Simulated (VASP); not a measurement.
# CdTe: how cutoff and mesh change the relaxed cell, part 2 of 2

How far does the relaxed cell of CdTe depend on cutoff and k mesh? The starting structure is a measured crystal structure from the Crystallography Open Database. The first relaxation on each setting starts from this cell expanded by 3 % in volume.

VASP 6.6.1.

Results so far: reference 34.26 Å³ an atom; a cutoff of 270 eV 33.58 Å³ an atom; a 3×3×3 mesh 34.94 Å³ an atom.

## Step 5: Relaxation with a cutoff of 600 eV

Level of this step: PBEsol; plane waves and PAW (Te, Cd) (VASP).

Against step 2 the input has ENCUT = 600.

INCAR reads:

```
SYSTEM = CdTe
PREC = Accurate
ENCUT = 600
EDIFF = 1E-06
NELM = 100
ISMEAR = 0
SIGMA = 0.03
LREAL = .FALSE.
ALGO = Normal
GGA = PS
NBANDS = 15
LORBIT = 11
LWAVE = .FALSE.
LCHARG = .FALSE.
KPAR = 4
IBRION = 2
NSW = 50
ISIF = 3
EDIFFG = -0.004
```

POSCAR reads:

```
CdTe
1.0
    0.0000000000      3.2720812943      3.2720812943
    3.2720812943      0.0000000000      3.2720812943
    3.2720812943      3.2720812943      0.0000000000
Te Cd
1 1
Direct
    0.7500000000      0.7500000000      0.7500000000
    0.0000000000      0.0000000000      0.0000000000
```

KPOINTS reads:

```
Automatic mesh
0
Gamma
6 6 6
0 0 0
```

The projector-augmented-wave data sets are Te and Cd (PBE family, release 64).

Started as:

```console
$ mpirun -np 4 vasp_std
```

The log of the run:

```text
[... set-up lines as in an earlier step ...]
 entering main loop
       N       E                     dE             d eps       ncg     rms          rms(c)
DAV:   1     0.111419613113E+03    0.11142E+03   -0.91596E+03   488   0.117E+03
DAV:   2    -0.137561862568E+01   -0.11280E+03   -0.10589E+03   543   0.258E+02
DAV:   3    -0.569727414608E+01   -0.43217E+01   -0.43130E+01   585   0.533E+01
DAV:   4    -0.573780782691E+01   -0.40534E-01   -0.40532E-01   699   0.456E+00
[...]
DAV:  11    -0.547923426901E+01   -0.25879E-04   -0.44735E-05   530   0.382E-02    0.312E-02
DAV:  12    -0.547923271084E+01    0.15582E-05   -0.37497E-06   571   0.138E-02    0.169E-02
DAV:  13    -0.547923264308E+01    0.67760E-07   -0.35811E-07   366   0.356E-03
   1 F= -.54792326E+01 E0= -.54792326E+01  d E =-.547923E+01
[... from here on, the cycles between the ionic steps are left out ...]
   2 F= -.54831497E+01 E0= -.54831497E+01  d E =-.391705E-02
   3 F= -.54833975E+01 E0= -.54833975E+01  d E =-.416489E-02
   4 F= -.54833937E+01 E0= -.54833937E+01  d E =-.416107E-02
   5 F= -.54833939E+01 E0= -.54833939E+01  d E =-.185377E-06
   6 F= -.54833947E+01 E0= -.54833947E+01  d E =-.983461E-06
   7 F= -.54833947E+01 E0= -.54833947E+01  d E =0.151931E-08
   8 F= -.54833948E+01 E0= -.54833948E+01  d E =-.744060E-07
   9 F= -.54833948E+01 E0= -.54833948E+01  d E =-.102786E-06
  10 F= -.54833948E+01 E0= -.54833948E+01  d E =-.145038E-06
  11 F= -.54833949E+01 E0= -.54833949E+01  d E =-.229579E-06
  12 F= -.54833951E+01 E0= -.54833951E+01  d E =-.397091E-06
  13 F= -.54833954E+01 E0= -.54833954E+01  d E =-.727960E-06
  14 F= -.54833960E+01 E0= -.54833960E+01  d E =-.130667E-05
[...]
reached required accuracy - stopping structural energy minimisation
```

Run time: 26 s. Hardware: 4 MPI ranks of Intel Xeon 6975P-C (Granite Rapids), shared host; peak memory 1 GiB; 1.7 min of CPU time.

OUTCAR, selected parts (step 5):

```text
  Total       -0.0072354     -0.0072354     -0.0072354      0.0000000      0.0000000      0.0000000
  in kB       -0.1690506     -0.1690506     -0.1690506      0.0000000      0.0000000      0.0000000
  external PRESSURE =      -0.1690506 kB  Pullay stress =       0.0000000 kB

 POSITION                                       TOTAL-FORCE (eV/Angst)
 -----------------------------------------------------------------------------------
      4.87305      4.87305      4.87305         0.000000      0.000000      0.000000
      0.00000      0.00000      0.00000        -0.000000     -0.000000     -0.000000
 -----------------------------------------------------------------------------------
    total drift:                                0.000000      0.000000      0.000000

  FREE ENERGIE OF THE ION-ELECTRON SYSTEM (eV)
  ---------------------------------------------------
  free  energy   TOTEN  =        -5.4833959995 eV

  energy  without entropy=       -5.4833959995  energy(sigma->0) =       -5.48339600

[... 2 parts as in an earlier step ...]

[... 2 further parts left out ...]
[key lines of the parts left out:]
E-fermi :   2.3229
```

With a cutoff of 600 eV the cell ends at 34.287 Å³ an atom, +0.07 % from the reference; the bulk modulus is 41.3 GPa against 41.5 GPa.

## Step 6: Relaxation with an 8×8×8 mesh

Against step 2 the input has an 8×8×8 mesh.

INCAR, as its differences from that of step 5:

```diff
@@ -2,3 +2,3 @@
 PREC = Accurate
-ENCUT = 600
+ENCUT = 450
 EDIFF = 1E-06
```

POSCAR is that of step 5.

KPOINTS reads:

```
Automatic mesh
0
Gamma
8 8 8
0 0 0
```

Started as:

```console
$ mpirun -np 4 vasp_std
```

The log of the run:

```text
[... set-up lines as in an earlier step ...]
 entering main loop
       N       E                     dE             d eps       ncg     rms          rms(c)
DAV:   1     0.927921642847E+02    0.92792E+02   -0.77561E+03   878   0.924E+02
DAV:   2    -0.241029243505E+01   -0.95202E+02   -0.91128E+02  1052   0.237E+02
DAV:   3    -0.570885741963E+01   -0.32986E+01   -0.32924E+01  1010   0.464E+01
DAV:   4    -0.574144758959E+01   -0.32590E-01   -0.32589E-01  1346   0.395E+00
[...]
DAV:  11    -0.548476494574E+01   -0.24957E-04   -0.43759E-05   955   0.370E-02    0.315E-02
DAV:  12    -0.548476343060E+01    0.15151E-05   -0.36172E-06  1045   0.134E-02    0.169E-02
DAV:  13    -0.548476335957E+01    0.71032E-07   -0.35101E-07   666   0.350E-03
   1 F= -.54847634E+01 E0= -.54847634E+01  d E =-.548476E+01
[... from here on, the cycles between the ionic steps are left out ...]
   2 F= -.54891139E+01 E0= -.54891139E+01  d E =-.435054E-02
   3 F= -.54894729E+01 E0= -.54894729E+01  d E =-.470950E-02
   4 F= -.54894673E+01 E0= -.54894673E+01  d E =-.470399E-02
   5 F= -.54894677E+01 E0= -.54894677E+01  d E =-.359953E-06
   6 F= -.54894690E+01 E0= -.54894690E+01  d E =-.160739E-05
   7 F= -.54894691E+01 E0= -.54894691E+01  d E =-.149563E-06
   8 F= -.54894692E+01 E0= -.54894692E+01  d E =-.232318E-06
   9 F= -.54894693E+01 E0= -.54894693E+01  d E =-.380945E-06
  10 F= -.54894696E+01 E0= -.54894696E+01  d E =-.673480E-06
  11 F= -.54894702E+01 E0= -.54894702E+01  d E =-.123923E-05
  12 F= -.54894711E+01 E0= -.54894711E+01  d E =-.214794E-05
[...]
reached required accuracy - stopping structural energy minimisation
```

Wall time 15 s (4 MPI ranks); peak memory 0.8 GiB; 56 s of CPU time.

From OUTCAR (step 6):

```text
  Total       -0.0079931     -0.0079931     -0.0079931     -0.0000000      0.0000000      0.0000000
  in kB       -0.1869563     -0.1869563     -0.1869563     -0.0000000      0.0000000      0.0000000
  external PRESSURE =      -0.1869563 kB  Pullay stress =       0.0000000 kB

 POSITION                                       TOTAL-FORCE (eV/Angst)
 -----------------------------------------------------------------------------------
      4.87129      4.87129      4.87129        -0.000000     -0.000000     -0.000000
      0.00000      0.00000      0.00000         0.000000      0.000000      0.000000
 -----------------------------------------------------------------------------------
    total drift:                                0.000001      0.000001      0.000001

  FREE ENERGIE OF THE ION-ELECTRON SYSTEM (eV)
  ---------------------------------------------------
  free  energy   TOTEN  =        -5.4894711028 eV

  energy  without entropy=       -5.4894711028  energy(sigma->0) =       -5.48947110

[... 1 part as in an earlier step ...]

[... 3 further parts left out ...]
[key lines of the parts left out:]
E-fermi :   2.3417
```

With an 8×8×8 mesh the cell ends at 34.250 Å³ an atom, -0.04 % from the reference; the bulk modulus is 41.5 GPa against 41.5 GPa.

## Step 7: The runs compared

```csv
run,volume (Å³/atom),change (%),bulk modulus (GPa),pressure left (GPa),core minutes
reference,34.263,-,41.5,-0.02,0.72
a cutoff of 270 eV,33.58,-1.99,44.8,-0.01,0.653
a 3×3×3 mesh,34.94,1.98,40.0,0.0,0.147
a cutoff of 600 eV,34.287,0.07,41.3,-0.02,1.73
an 8×8×8 mesh,34.25,-0.04,41.5,-0.02,0.973
```

Core minutes are wall time times ranks, summed over the relaxations behind a row (those for a bulk modulus apart), on shared hosts.

## Step 8: Summary of results

- volume of the reference: 34.26 Å³/atom
- volume against the reference, a cutoff of 270 eV: -1.99 %
- volume against the reference, a 3×3×3 mesh: +1.98 %
- volume against the reference, a cutoff of 600 eV: +0.07 %
- volume against the reference, an 8×8×8 mesh: -0.04 %

**Reading.** The volume moves most with a cutoff of 270 eV: -1.99 % against the reference (450 eV, 6×6×6 mesh). On finer settings it changes by +0.07 % with a cutoff of 600 eV and -0.04 % with an 8×8×8 mesh. A cell that shrinks at the lower cutoff is the usual mark of Pulay stress, the error that a plane-wave basis makes when it is kept while the volume changes. The bulk modulus is more sensitive: it changes by +7.9 % with a cutoff of 270 eV. Further runs on this material are not shown.

[Lines on the potential files, build, host, timing and source positions are cut from VASP's logs without a mark.]

[Logs are printed without paths, hosts, clocks, repeated set-up lines and the standing remarks that a program may print on its own settings, such as how far it seeks lower states.]

[Hosts, paths, dates, database ids (printed as entryN), source tags and the programs' standing remarks are cut or masked in the printed files.]
